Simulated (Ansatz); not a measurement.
# BaTiO₃: field gradients at two levels of theory

Cell: a refined structure from the COD, whose atoms a relaxation with PBE at fixed cell left in place.

```xyz
5
Lattice="4.0060 0.0000 0.0000 0.0000 4.0060 0.0000 0.0000 0.0000 4.0060" Properties=species:S:1:pos:R:3 pbc="T T T"
Ba    2.0030    2.0030    2.0030
Ti    0.0000    0.0000    0.0000
O     2.0030    0.0000    0.0000
O     0.0000    2.0030    0.0000
O     0.0000    0.0000    2.0030
```

Atoms are numbered from 1 in the order listed; like atoms form one site, named after its first atom.

First run. All values are calculated (Ansatz; DFT, PBE, plane waves and PAW, scalar-relativistic, 420 eV cutoff, Γ-centred 8×8×8 k-points, Fermi–Dirac smearing 0.02 eV), not measured.

```csv
site,atom,V_zz (10²¹ V/m²),η
O,3,2.60,0.00
```

Second run. The same atoms and settings, except that the functional is PBEsol.

Q: What does the second run give?

A: 

```json
{"site": "O", "atom": "3", "V_zz": "2.40", "η": "0.00", "change of V_zz": "-0.20"}
```

The largest change of V_zz is on O, from 2.60 to 2.40. In per cent, |V_zz| changes by -8 on O (all sites that start above 0.5). Sites without a gradient aren't listed.

This high-symmetry form of BaTiO3 is unstable when cold, to polar off-centring of Ti. The symmetry of the cell holds that distortion back, wholly or in part, and it would change the field gradients, the more the larger the distortion.
For the second run: At this cell the principal stresses reach 5 GPa in size with PBEsol, which can matter for small gradients.
